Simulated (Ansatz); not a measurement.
## Re: which structure is lowest?

These are results of DFT, RPBE, plane waves (420 eV) with PAW, scalar-relativistic (Ansatz), not measurements. (PAW data from PBE, frozen cores regenerated.)

Each structure is relaxed within its own symmetry, so a high-lying one may be dynamically unstable.

```json
{"structure": "dhcp", "ΔE (meV/atom)": "-1", "V (Å³/atom)": "15.11", "cell": "a = 2.787 Å, c = 8.985 Å (c/a = 3.224)", "magnetic state": "spin not included"}
{"structure": "hcp", "ΔE (meV/atom)": "0", "V (Å³/atom)": "15.11", "cell": "a = 2.786 Å, c = 4.496 Å (c/a = 1.613)", "magnetic state": "spin not included"}
{"structure": "fcc", "ΔE (meV/atom)": "61", "V (Å³/atom)": "15.17", "cell": "a = 3.929 Å", "magnetic state": "spin not included"}
{"structure": "A15", "ΔE (meV/atom)": "168", "V (Å³/atom)": "15.35", "cell": "a = 4.971 Å", "magnetic state": "spin not included"}
{"structure": "omega (AlB2-type)", "ΔE (meV/atom)": "173", "V (Å³/atom)": "15.37", "cell": "a = 4.396 Å, c = 2.755 Å (c/a = 0.627)", "magnetic state": "spin not included"}
{"structure": "bcc", "ΔE (meV/atom)": "298", "V (Å³/atom)": "15.25", "cell": "a = 3.125 Å", "magnetic state": "spin not included"}
{"structure": "simple cubic", "ΔE (meV/atom)": "1367", "V (Å³/atom)": "17.40", "cell": "a = 2.591 Å", "magnetic state": "spin not included"}
{"structure": "diamond", "ΔE (meV/atom)": "1548", "V (Å³/atom)": "22.88", "cell": "a = 5.678 Å", "magnetic state": "spin not included"}
```

ΔE counts from hcp.

Differences under about 8 meV lie within the error of the k-point mesh.
